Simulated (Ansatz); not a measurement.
Crystal: Ga2O3.

```xyz
10
Lattice="6.1070 -1.5186 0.0000 6.1070 1.5186 0.0000 -1.3860 0.0000 5.6300" Properties=species:S:1:pos:R:3 pbc="T T T"
Ga    3.2184    0.0000    3.8621
Ga    7.6096    0.0000    1.7679
Ga   10.8240    0.0000    1.1564
Ga    0.0041    0.0000    4.4736
O     5.1267    0.0000    4.1853
O     5.7013    0.0000    1.4447
O     9.4919    0.0000    2.4592
O     1.3361    0.0000    3.1708
O     8.9710    0.0000    5.0118
O     1.8570    0.0000    0.6182
```

Below is the output of Ansatz 0.2.0 for this cell. Logs are shortened: lines on timing, memory, paths and dates and some standing lists are left out, and cuts for length are marked.

```text
Warning: basis.ecutwfc = 350 eV is below the records' recommended 420 eV, and the density's cutoff is lower with it unless basis.ecutrho_ratio is high enough to keep the records' density cutoff: compare with a run at a higher cutoff
Warning: RAYON_NUM_THREADS=2 ignored (pool sized by the plan → 2); use --threads N
basis.fft_grid_basis auto: the FFT boxes are laid along the combinations [[1, -1, 0], [0, 1, 0], [0, 0, 1]] of the cell's own vectors, 3.037, 6.293 and 5.798 Å long. The dense box has 20×40×36 points. Along the cell's own vectors, as sized, it would have 40×40×36, 2.00 times as many. Of the 4 symmetry operations that the crystal satisfies within crystal.symmetry.tolerance (time reversal apart; of a slab, those that keep its plane) the dense box along the cell's own vectors carries 4, and the one as laid loses 2 of those. basis.fft_grid_basis: typed keeps the cell's own vectors: state it where this run's energies or levels are differenced outside the engine with another run's, or held beside a run that keeps those vectors.
Engine: ansatz 0.2.0, x86_64-unknown-linux-gnu
Pseudopotentials: kind: paw
Pseudopotential: Ga, paw, valence charge 13, recommended cutoff 420 eV (normal), Ga.paw.azcp
Pseudopotential: O, paw, valence charge 6, recommended cutoff 420 eV (normal), O.paw.azcp
Functional definition: PBE
  parameter kappa = 0.804
  parameter beta = 0.06672455060314922
  exchange = pbe_x(kappa = kappa, mu = beta*pi^2/3)
  correlation = pbe_c(beta = beta)
Crystal: 10 atoms, lattice volume = 104.423 Å³
[... 46 lines left out ...]
  atom   2  Ga    -0.01050185    -0.00000000     0.06981027
  atom   3  Ga    -0.11150123     0.00000000    -0.05895456
  atom   4  Ga     0.11150123    -0.00000000     0.05895456
  atom   5  O     -0.17518568     0.00000000    -0.04993048
  atom   6  O      0.17518568    -0.00000000     0.04993048
  atom   7  O     -0.00946831    -0.00000000     0.06846054
  atom   8  O      0.00946831     0.00000000    -0.06846054
  atom   9  O     -0.20976469    -0.00000000     0.06400496
  atom  10  O      0.20976469     0.00000000    -0.06400496
  max |Σ_I F_I| component: 2.78e-17 eV/Å
--- Stress (GPa, compression-positive) ---
        9.254366       0.000000       0.190949
        0.000000      10.035935      -0.000000
        0.190946      -0.000000       8.910042
  P = ⅓ Tr σ = 9.4001 GPa (94.001 kbar)
--- Band table (eV; the first three rows and the last of 115) ---
  k-point 0: bands = ["-10.7289", "-9.5741", "-9.5423", "-9.4213", "-8.9480", "-8.9370", "-4.7209", "-4.6904", "-4.6847", "-4.6310", "-4.5074", "-4.5001", "-4.4918", "-4.4829", "-4.4263", "-4.2954", "-4.2912", "-4.2844", "-4.2533", "-4.2435", "-4.2183", "-4.2175", "-4.1614", "-4.0699", "-3.9175", "-3.8735", "1.2194", "2.3055", "3.4736", "4.0578", "4.6958", "5.5552", "5.6480", "6.0190", "6.2562", "6.3281", "6.5937", "6.6350", "7.2584", "7.5465", "7.5642", "7.7478", "7.9351", "8.2032", "10.6459", "13.9618", "14.9973", "15.0239", "16.0487", "16.9977", "17.6536", "17.7382"]
  k-point 1: bands = ["-10.6579", "-9.7084", "-9.5520", "-9.3579", "-9.0057", "-8.8956", "-4.7095", "-4.6917", "-4.6858", "-4.6290", "-4.5748", "-4.5118", "-4.4886", "-4.4676", "-4.4183", "-4.3059", "-4.2987", "-4.2929", "-4.2835", "-4.2306", "-4.2168", "-4.2047", "-4.1601", "-4.0420", "-4.0078", "-3.7264", "1.3952", "2.4869", "3.2685", "4.0936", "4.7808", "5.5524", "5.8125", "5.9239", "6.2039", "6.2347", "6.4508", "6.6343", "7.0761", "7.4907", "7.5760", "7.6354", "7.8320", "7.9697", "11.2988", "14.1233", "14.8232", "15.1521", "15.8890", "16.9766", "17.4456", "18.0420"]
  k-point 2: bands = ["-10.4934", "-9.9435", "-9.5638", "-9.2811", "-9.0431", "-8.8944", "-4.6931", "-4.6879", "-4.6840", "-4.6443", "-4.6162", "-4.5728", "-4.4664", "-4.4353", "-4.4209", "-4.3330", "-4.3292", "-4.3012", "-4.2761", "-4.2491", "-4.2147", "-4.1690", "-4.1584", "-4.0691", "-4.0013", "-3.6023", "1.8870", "2.5481", "3.1027", "3.9988", "5.0108", "5.5382", "5.6458", "5.9936", "6.1430", "6.2300", "6.3451", "6.6693", "6.7623", "6.9040", "7.5924", "7.6067", "7.7169", "7.9290", "12.4862", "13.6357", "14.9137", "15.4018", "15.9767", "16.2794", "17.9959", "18.1872"]
  k-point 114: bands = ["-10.2464", "-9.8926", "-9.6731", "-9.3094", "-9.0966", "-8.8469", "-4.7119", "-4.6879", "-4.6462", "-4.6409", "-4.5917", "-4.5799", "-4.4849", "-4.4566", "-4.4279", "-4.3969", "-4.3606", "-4.3516", "-4.2779", "-4.2608", "-4.2186", "-4.1930", "-4.1648", "-4.0949", "-3.6139", "-3.4114", "2.3217", "2.6974", "3.2156", "3.6820", "4.5346", "4.7863", "5.2496", "5.4160", "5.6592", "5.8461", "6.2638", "6.7105", "7.1375", "7.1780", "7.4617", "7.6590", "7.7028", "8.2204", "13.5686", "14.0477", "14.6081", "15.1676", "15.6566", "16.4799", "18.1937", "18.5906"]
```

Problem. What input gives this log?

Solution. Single point with PBE, no spin polarisation. The files as run (others can give the same):

input.yaml
```yaml
crystal:
  lattice:
    - [6.107, -1.51855, 0.0]
    - [6.107, 1.51855, 0.0]
    - [-1.3859888959, 0.0, 5.630008738]
  atoms:
    - { symbol: Ga, position: [0.34134, 0.34134, 0.68598] }
    - { symbol: Ga, position: [0.65866, 0.65866, 0.31402] }
    - { symbol: Ga, position: [0.9095, 0.9095, 0.2054] }
    - { symbol: Ga, position: [0.0905, 0.0905, 0.7946] }
    - { symbol: O, position: [0.5041, 0.5041, 0.7434] }
    - { symbol: O, position: [0.4959, 0.4959, 0.2566] }
    - { symbol: O, position: [0.8267, 0.8267, 0.4368] }
    - { symbol: O, position: [0.1733, 0.1733, 0.5632] }
    - { symbol: O, position: [0.8355, 0.8355, 0.8902] }
    - { symbol: O, position: [0.1645, 0.1645, 0.1098] }
hamiltonian:
  xc: pbe
  pseudopotentials: { kind: paw }
kpoints:
  mp_grid: { grid: [9, 9, 5] }
scf:
  occupations: { method: fermi_dirac, width: 0.05 }
basis:
  ecutwfc: "350 eV"
output:
  forces: true
  stress: true
  eigenvalues: true
```

Potentials or basis: Ansatz PAW.
Run with:
```sh
$ ansatz run input.yaml --threads 2 --pin off --max-ram 5120MiB --backend cpu --events-out ev --progress --plain --runs-dir out
```

Caveat: odd divisions of the mesh miss points on the zone boundary, where band edges often lie, so the gap on the mesh can be too wide; the pressure holds a Pulay correction of +7.1 GPa for the finite cutoff; the cutoff lies under the one recommended for these potentials.
